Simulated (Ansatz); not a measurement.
# CoSi: pressure up to the limit of the methods

Aim: compress CoSi (NiAs type) step by step, far beyond the usual range, and follow pressure and electronic structure. The runs shown use PAW.

Computed with Ansatz 0.2.0 (DFT PBE, with the methods named in each step, unless a step's input says otherwise).

### 1 The system as given

The structure is hexagonal, space group P6_3/mmc (No. 194). Conventional cell: a = 3.297 Å, b = 3.297 Å, c = 5.110 Å, α = 90.00°, β = 90.00°, γ = 120.00°. Co (site symmetry -3m) has 6 Si at 2.29 Å and 2 Co at 2.56 Å as nearest neighbours. Si (site symmetry -6m2) has 6 Co at 2.29 Å as nearest neighbours.

Structure file:

```cif
data_structure
_symmetry_space_group_name_H-M 'P6_3/mmc'
_symmetry_Int_Tables_number 194
_cell_length_a 3.2968
_cell_length_b 3.2968
_cell_length_c 5.1101
_cell_angle_alpha 90.000
_cell_angle_beta 90.000
_cell_angle_gamma 120.000
_cell_volume 48.10
loop_
_atom_site_label
_atom_site_type_symbol
_atom_site_symmetry_multiplicity
_atom_site_Wyckoff_symbol
_atom_site_fract_x
_atom_site_fract_y
_atom_site_fract_z
_atom_site_occupancy
Co1 Co 2 a 0.00000 0.00000 0.00000 1
Si1 Si 2 c 0.33333 0.66667 0.25000 1
```

The file gives the conventional cell by its symmetry; the runs use the cell typed in the input.

Whether this phase is the stable one at these pressures isn't tested.

Atoms are numbered in the order of the input: Co1, Co2, Si3, Si4.

### 2 Cell relaxed at zero pressure, PAW

File input.yaml:

```yaml
crystal:
  lattice:
    - [3.296820487, 0.0, 0.0]
    - [-1.6484102435, 2.8551302935, 0.0]
    - [0.0, 0.0, 5.1100717549]
  atoms:
    - { symbol: Co, position: [0.0, 0.0, 0.0] }
    - { symbol: Co, position: [0.0, 0.0, 0.5] }
    - { symbol: Si, position: [0.3333333333, 0.6666666667, 0.25] }
    - { symbol: Si, position: [0.6666666667, 0.3333333333, 0.75] }
kpoints:
  mp_grid: { grid: [12, 12, 7] }
scf:
  occupations: { method: fermi_dirac, width: 0.08 }
hamiltonian:
  xc: pbe
  pseudopotentials: { kind: paw }
output:
  forces: true
  stress: true
relax:
  f_tol: 0.005
  max_steps: 40
  cell: {}
```

Launch:

```bash
> ansatz run input.yaml --threads 1 --pin off --max-ram 3072MiB --backend cpu --events-out ev --progress --plain --runs-dir out
```

After this run come: Volume scaled by 1, PAW; Shape and atoms relaxed at 0.94 of the volume, PAW; Volume scaled by 0.94, PAW; Volume scaled by 0.94, PAW (source ansatz); Shape and atoms relaxed at 0.88 of the volume, PAW; Volume scaled by 0.88, PAW; Shape and atoms relaxed at 0.8 of the volume, PAW; Volume scaled by 0.8, PAW; Volume scaled by 0.8, PAW (source ansatz); Shape and atoms relaxed at 0.72 of the volume, PAW; Volume scaled by 0.72, PAW; Volume scaled by 0.72, PAW (level accurate); Shape and atoms relaxed at 0.64 of the volume, PAW; Volume scaled by 0.64, PAW; Shape and atoms relaxed at 0.55 of the volume, PAW; Volume scaled by 0.55, PAW; Volume scaled by 0.55, PAW (cutoff 300 eV).

Before running it: what results should come out? Wanted: PAW pressure at 0.55 of the volume; fitted bulk modulus at zero pressure.

As calculated:

| quantity | value |
| --- | --- |
| PAW pressure at 0.55 of the volume | 295.5 GPa |
| PAW (cutoff 300 eV) pressure at 0.55 of the volume | 290.9 GPa |
| fitted bulk modulus at zero pressure (PAW) | 217 GPa |
| its pressure derivative | 3.24 |

What this shows: By PAW the pressure climbs to 296 GPa at 0.55 of the first volume. A third-order Birch-Murnaghan curve fits the range only roughly (B₀ = 217 GPa, B′ = 3.24, misfit at most 15.03 GPa). A fit over so wide a range leans to the high pressures, so B₀ can be off by several per cent. No all-electron run checks these rows here, and frozen cores can fail under such compression. The ions are at rest, and the electrons smeared by 0.08 eV. Spin polarisation is left out here, though a magnetic state may lie well lower.
